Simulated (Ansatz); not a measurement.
`BC(=C)CC` + `OC[AsH2]` → `B[AsH]CO` + `C=CCC`  (ligand exchange at a B–C bond)

Gas-phase electronic energies from Ansatz, PBE0-D4/def2-TZVP geometries. CCSD(T)/CBS is the MP2 limit (def2-TZVPP, def2-QZVPP) plus CCSD(T) − MP2 in def2-TZVPP, frozen cores. DFT in def2-TZVPP. B3LYP here is the variant with VWN-RPA as its local correlation; programs differ in this. For As outer-core shells are correlated without core-valence functions, which leaves a few kJ/mol of doubt a bond. Scalar relativity is left out up to krypton. Each species was taken in one conformer, which may not be the lowest.

Q: Is it downhill or uphill in electronic energy at CCSD(T)/CBS, and by how much? (Best estimate.)

A: The calculation gave: Downhill: ΔE = -1.4 kcal/mol.

Q: What do these levels give: PBE-D4, B3LYP-D4, ωB97M-V, r2SCAN, B3LYP, SCS-MP2/def2-TZVPP, HF/def2-QZVPP, MP2/def2-QZVPP, SCS-MP2/def2-QZVPP, HF/CBS(def2), MP2/CBS(def2), CCSD/CBS(def2)? (Estimate.)

A: Ansatz gave: PBE-D4 -0.7, B3LYP-D4 0.3, ωB97M-V -0.2, r2SCAN -1.1, B3LYP -0.1, SCS-MP2/def2-TZVPP -0.7, HF/def2-QZVPP -0.3, MP2/def2-QZVPP -1.3, SCS-MP2/def2-QZVPP -0.7, HF/CBS(def2) -0.3, MP2/CBS(def2) -1.5, CCSD/CBS(def2) -1.5 kcal/mol.

Largest T1 diagnostic among the species: 0.013.
